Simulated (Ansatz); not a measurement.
## Smearing, entropy and the zero-width energy in Al₃Ru₂

All numbers below come from DFT PBEsol, scalar-relativistic, plane waves, PAW in Ansatz 0.2.0.

```
Al Ru
1.0
    -1.53890    1.53890    7.14310
     1.53890   -1.53890    7.14310
     1.53890    1.53890   -7.14310
Al Ru
3 2
Direct
  0.00000 0.00000 0.00000
  0.80618 0.80618 0.00000
  0.19382 0.19382 0.00000
  0.60587 0.60587 0.00000
  0.39413 0.39413 0.00000
```

```json
{
 "plane-wave cutoff": "420 eV",
 "Γ-centred k-mesh": "16×16×16",
 "spin treatment": "unpolarised"
}
```

The same metal under several smearings of width σ, on one mesh. F is the free energy, TS the smearing's entropy term for the cell of 5 atoms, and E = F + TS. Gaussian occupations are ½ erfc[(ε − μ)/σ], and N counts both spins.

```tsv
rule	σ (eV)	F − F(narrowest) (meV/atom)	TS (meV/cell)
Fermi–Dirac	0.1	-4.333	46.811
Gaussian	0.02	0.000	0.351
Gaussian	0.1	-0.663	6.181
Gaussian	0.2	-2.495	25.120
Gaussian	0.3	-5.848	63.820
```

Task: For a density of states N (both spins) that is flat over the smeared range, TS = Nσ²/2 (Gaussian) and (π²/3)Nσ² (Fermi–Dirac). What N does each run give?

Result:
| rule | σ (eV) | N (states/eV a cell) |
| --- | --- | --- |
| Fermi–Dirac | 0.1 | 1.42 |
| Gaussian | 0.02 | 1.75 |
| Gaussian | 0.1 | 1.24 |
| Gaussian | 0.2 | 1.26 |
| Gaussian | 0.3 | 1.42 |

Equal entropy needs σ_Gauss = π√(2/3) σ_FD = 2.57 σ_FD, so a Fermi–Dirac width acts like a Gaussian one 2.57 times as large. At moderate widths N lies between 1.24 and 1.42. The drift shows structure in the density of states within the smeared window (a rise with width points to a dip at the Fermi level, a fall to a peak or a steep flank), or a mesh too coarse for the narrower widths. At the narrowest widths only the few mesh levels within σ of μ count, so N can scatter there.

Task: To second order F = E0 − TS/2 and E = E0 + TS/2. How well does E0 = (E + F)/2 undo the smearing?

Result:
```csv
rule,σ (eV),F − E0(narrowest) (meV/atom),(E + F)/2 − E0(narrowest) (meV/atom)
Fermi–Dirac,0.1,-4.37,0.31
Gaussian,0.02,-0.04,0.00
Gaussian,0.1,-0.70,-0.08
Gaussian,0.2,-2.53,-0.02
Gaussian,0.3,-5.88,0.50
```

At Gaussian 0.3 eV the free energy is off by -5.88 meV/atom and the mean by 0.50. What remains is of order σ⁴ plus the mesh error of the narrowest run, which is no exact reference. Forces and stress are derivatives of F, not of E0, so they keep the σ² error.

8 further runs of this set aren't shown.

Al₃Ru₂ comes out as a metal with a modest density of states at the Fermi level for a cell holding two Ru atoms. The Gaussian runs from 0.1 to 0.3 eV give N rising from 1.24 to 1.42, which suggests a shallow dip around the Fermi level; the 0.02 eV run, at 1.75, breaks this order. The positive error left in the mean energy at 0.3 eV fits the same picture, since an upward-curving density of states gives the fourth-order term that sign. The likely origin is hybridisation of Ru d with Al s and p states, which separates bonding from antibonding levels and commonly opens a pseudogap in aluminides of the late transition metals.

The Fermi–Dirac run resembles the widest Gaussian one because its slowly decaying tails reach states beyond the dip. Its free-energy shift of -4.37 meV/atom is therefore mostly electronic entropy and says nothing about bonding strength. Without a projected density of states, the orbital origin of the dip remains an inference.
